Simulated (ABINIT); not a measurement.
Crystal: ZrS2.

```
Zr S
1.0
     3.69138    0.00000    0.00000
    -1.84569    3.19683    0.00000
     0.00000    0.00000    6.04108
Zr S
1 2
Direct
  0.00000 0.00000 0.00000
  0.33333 0.66667 0.23791
  0.66667 0.33333 0.76209
```

The cell is a database's computed one.

Base run:

* Program: ABINIT 10.8.3 (patched build)
* Functional: PBE0
* Potentials or basis: SPMS NC PBE v1.0
* Cutoff: 490 eV
* k mesh: 6 × 6 × 4
* Occupations: fixed
* Spin: no spin polarisation

Its results: band gap on the k mesh 2.57 eV, indirect (least direct gap 3.23 eV); pressure -0.7 GPa; largest force 0.134 eV/Å.

Q: The run is repeated on the same cell with these changes: functional from PBE0 to PBE. What comes out?

A: Band gap on the k mesh 1.06 eV, indirect (least direct gap 1.62 eV); pressure 0.6 GPa; largest force 0.078 eV/Å.

PBE0 gives the wider gap, since exact exchange removes part of the self-interaction.

Caveats: this functional lacks dispersion, which binds the layers, so the pressure and a relaxed spacing across them are unreliable; the potentials were made for another functional, which shifts forces and pressure (some runs).

A k mesh can miss the band edges.
